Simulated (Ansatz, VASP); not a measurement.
**CaF2 (sol) in VASP and in Ansatz**

INCAR

```
PREC     = Accurate       # precision mode
ENCUT    = 520            # plane-wave cutoff, eV
EDIFF    = 1E-7           # SCF threshold, eV
ISMEAR   = 0              # smearing method
SIGMA    = 0.1            # smearing width, eV
LREAL    = F              # projectors in reciprocal space
LASPH    = T              # aspherical terms in the spheres
NELM     = 100            # most SCF steps
ALGO     = Fast           # electronic algorithm
ISIF     = 2              # what is computed and relaxed
LWAVE    = F              # write WAVECAR
LCHARG   = F              # write CHGCAR
GGA      = PS             # functional
NBANDS   = 19             # bands
```

KPOINTS

```
regular mesh
0
Gamma
  6 6 6
```

Contents of POSCAR:

```
CaF2
1.0
    0.0000000000      2.7316045000      2.7316045000
    2.7316045000      0.0000000000      2.7316045000
    2.7316045000      2.7316045000      0.0000000000
Ca F
1 2
Direct
    0.0000000000      0.0000000000      0.0000000000
    0.2500000000      0.2500000000      0.2500000000
    0.7500000000      0.7500000000      0.7500000000
```

Input for Ansatz:

```yaml
crystal:
  lattice:
    - [0.0, 2.7316045, 2.7316045]
    - [2.7316045, 0.0, 2.7316045]
    - [2.7316045, 2.7316045, 0.0]
  atoms:
    - { symbol: Ca, position: [0.0, 0.0, 0.0] }
    - { symbol: F, position: [0.25, 0.25, 0.25] }
    - { symbol: F, position: [0.75, 0.75, 0.75] }
basis:
  ecutwfc: 420
kpoints:
  mp_grid: { grid: [6, 6, 6] }
hamiltonian:
  xc: pbesol
scf:
  occupations: { method: gaussian, width: 0.1 }
output:
  forces: true
  stress: true
  eigenvalues: true
```

Alike in both runs: task single point; functional PBEsol; k mesh 6 × 6 × 6; occupations gaussian, width 0.1 eV; no spin polarisation.

```csv
,VASP,Ansatz
version,VASP 6.6.1,Ansatz 0.2.0
potentials or method,"VASP PAW PBE potentials, release 64 (Ca_sv, F)","scalar-relativistic, plane waves, PAW"
plane-wave cutoff (eV),520,420
valence electrons in the cell,24,24
```

```csv
,VASP,Ansatz,Ansatz less VASP
gap on the k mesh at the Fermi level (eV),7.09,7.11,+0.022
least direct gap on the mesh (eV),7.35,7.37,+0.021
pressure (GPa),-1.7,-1.9,-0.25
```

With one functional, cell and mesh, what is left measures potentials, basis and numerics.

Caveats: the PAW data sets were made with another functional, which shifts forces and pressure a little (VASP). A k mesh can miss the band edges. As with any semilocal functional, this PBEsol gap is likely too small.
